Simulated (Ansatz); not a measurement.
**HfN under changes of volume**

One of the cells (14.793 Å³/atom); the others are scaled copies at fixed shape and fractional positions:

```
Hf N
1.0
     0.00000    2.45482    2.45482
     2.45482    0.00000    2.45482
     2.45482    2.45482    0.00000
Hf N
1 1
Direct
  0.00000 0.00000 0.00000
  0.25000 0.25000 0.25000
```

The cell comes from a database or a generator and needn't be the stable form of this composition.

- Program: Ansatz 0.2.0
- Functional: PBE0
- Potentials or basis: Ansatz PAW
- Cutoff: 420 eV (not typed: the program's choice for these potentials)
- k mesh: 6 × 6 × 6
- Occupations: fermi-dirac, width 0.05 eV
- Spin: no spin polarisation

```tsv
volume (Å³/atom)	energy over the lowest point (meV/atom)	pressure (GPa)
13.906	?	?
14.201	8.19	6.8
14.497	0.02	2.2
14.793	0.00	-2.0
15.089	7.32	-5.8
15.385	21.19	-9.2
15.681	41.12	-12.3
```

What does the run at 13.906 Å³/atom give?

Energy over the lowest point 25.33 meV/atom; pressure 11.9 GPa.

Worked out: A Birch-Murnaghan fit of order 3 (a polynomial in V^(-2/3)) to the other rows has its minimum at 14.64 Å³/atom with B0 = V·E''(V) = 206 GPa and B' = 4.1. It gives 25.27 meV/atom at 13.906 Å³/atom, against the run's 25.33, and -dE/dV = 11.9 GPa, against 11.9.

Energies are extrapolated to zero smearing.

Caveats: all runs use coarse meshes; the PAW data sets come from PBE, with cores solved anew for the run's functional, which leaves a small shift of forces and pressure; the thresholds are loose for stress.
